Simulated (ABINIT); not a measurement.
**WC (Qusongite): relaxation of cell and atoms with LDA**

Crystal: WC (Qusongite).

```
CELL_PARAMETERS angstrom
2.90650 0.00000 0.00000
-1.45325 2.51710 0.00000
0.00000 0.00000 2.83660
ATOMIC_POSITIONS crystal
W 0.00000 0.00000 0.00000
C 0.66667 0.33333 0.50000
```

```
Program                     : ABINIT 10.8.3 (patched build)
Task                        : relaxation of cell and atoms
Functional                  : LDA
Potentials or basis         : JTH PAW LDA v2.0
Cutoff                      : 517 eV
k mesh                      : 8 × 8 × 7
Occupations                 : fermi-dirac, width 0.05 eV
Spin                        : no spin polarisation
Cell freedom (optcell)      : 2
Optimiser (ionmov)          : 2
Cutoff smearing ecutsm (Ha) : 0.5
Force stop (Ha/bohr)        : 2e-05
Fine-grid cutoff            : 1034.03 eV
```

```json
{"Relaxed volume": "10.13 Å³/atom", "Relaxed cell": "a = 2.885 Å, b = 2.885 Å, c = 2.810 Å, α = 90.00°, β = 90.00°, γ = 120.00°", "Space group after relaxing (to 0.05 Å)": "P-6m2 (No. 187)", "Energy gained by relaxing": "7.7 meV/atom", "Ionic steps": "5", "Pressure after relaxing": "0.0 GPa", "Band gap on the k mesh": "none (metal or under the smearing width)"}
```

The path:
| step | energy change (eV) | largest force (eV/Å) | pressure (GPa) | volume (Å³) |
| --- | --- | --- | --- | --- |
| 1 | 0.0000 | 0.0000 | -9.74 | 20.75 |
| 2 | -0.0143 | 0.0000 | 2.68 | 20.14 |
| 3 | -0.0154 | 0.0000 | -0.09 | 20.27 |
| 4 | -0.0154 | 0.0000 | 0.00 | 20.26 |
| 5 | -0.0154 | 0.0000 | 0.00 | 20.26 |

Final structure:
```
W C
1.0
     2.88543    0.00000    0.00000
    -1.44271    2.49885    0.00000
     0.00000    0.00000    2.81034
W C
1 1
Direct
  0.00000 0.00000 0.00000
  0.66667 0.33333 0.50000
```

Wall time 34 s on 1 thread of Arm Neoverse V2 (shared host), peak memory 0.09 GiB.

Spin-orbit coupling is left out, which matters for the levels of W. LDA usually gives volumes a few per cent too small.
